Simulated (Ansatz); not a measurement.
Wanted: the native input for an Ansatz 0.2.0 run.

- Task: band structure
- Functional: LDA
- Potentials or basis: all-electron LAPW, scalar-relativistic
- Cutoff: 273 eV (chosen from the basis error)
- Basis error allowed: 0.001 eV/atom
- k mesh: 11 × 11 × 11
- Occupations: fermi-dirac, width 0.05 eV
- Spin: no spin polarisation

CuAu:

```
CELL_PARAMETERS angstrom
1.44306 0.83315 4.25617
-1.44306 0.83315 4.25617
0.00000 -1.66630 4.25617
ATOMIC_POSITIONS crystal
Au 0.00000 0.00000 0.00000
Cu 0.50000 0.50000 0.50000
```

The cell comes from a database or a generator and needn't be the stable form of this composition.

These files were run (other wordings do the same):

input.yaml

```yaml
crystal:
  lattice:
    - [1.4430568479, 0.8331492596, 4.2561707609]
    - [-1.4430568479, 0.8331492596, 4.2561707609]
    - [0.0, -1.6662985192, 4.2561707609]
  atoms:
    - { symbol: Au, position: [0.0, 0.0, 0.0] }
    - { symbol: Cu, position: [0.5, 0.5, 0.5] }
kpoints:
  mp_grid: { grid: [11, 11, 11] }
  band_path:
    path:
      - [0.0, 0.0, 0.0]
      - [0.5, 0.0, 0.0]
      - [0.5, 0.1922122767, -0.1922122767]
    npoints: 10
scf:
  occupations: { method: fermi_dirac, width: 0.05 }
hamiltonian:
  xc: lda
  pseudopotentials: { kind: all_electron, lapw: { basis_error: 0.001 } }
output:
  forces: true
  stress: true
  eigenvalues: true
```

Potentials or basis: all-electron LAPW, scalar-relativistic.

Command:

```bash
$ ansatz run input.yaml --threads 1 --pin off --max-ram 3072MiB --backend cpu --events-out ev --progress --plain --runs-dir out
```

Results of the run:

```
Pressure                : -12.8 GPa
Band gap along the path : none (metal or under the smearing width)
```

Caveat: spin-orbit coupling is left out, which moves the levels of the heavy elements.

It took 90 s on 1 thread of Intel(R) Xeon(R) Processor @ 2.70GHz, on a shared host, peak memory 0.68 GiB.
